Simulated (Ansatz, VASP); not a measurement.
# One calculation of NaCl, two programs

```xyz
2
Lattice="0.0000 2.9390 2.9390 2.9390 0.0000 2.9390 2.9390 2.9390 0.0000" Properties=species:S:1:pos:R:3 pbc="T T T"
Na    0.0000    0.0000    0.0000
Cl    2.9390    2.9390    2.9390
```

Alike in both runs: task single point; functional PBE; k mesh 8 × 8 × 8; occupations gaussian, width 0.02 eV; no spin polarisation.

|  | VASP | Ansatz |
| --- | --- | --- |
| version | VASP 6.6.1 | Ansatz 0.2.0 |
| potentials or method | VASP PAW PBE potentials, release 64 (Na_pv, Cl) | scalar-relativistic, plane waves, PAW |
| plane-wave cutoff (eV) | 520 | 420 |
| valence electrons in the cell | 14 | 16 |

```csv
,VASP,Ansatz,Ansatz less VASP
gap on the k mesh at the Fermi level (eV),4.67,4.67,+0.001
least direct gap on the mesh (eV),4.67,4.67,+0.001
pressure (GPa),-1.8,-1.8,+0.03
```

The functional is the same, so the differences come from potentials, cutoffs and numerics. The two sets of potentials don't hold the same shells in valence.

A k mesh can miss the band edges. Expect the measured gap to be larger: semilocal functionals such as PBE lack the derivative discontinuity.
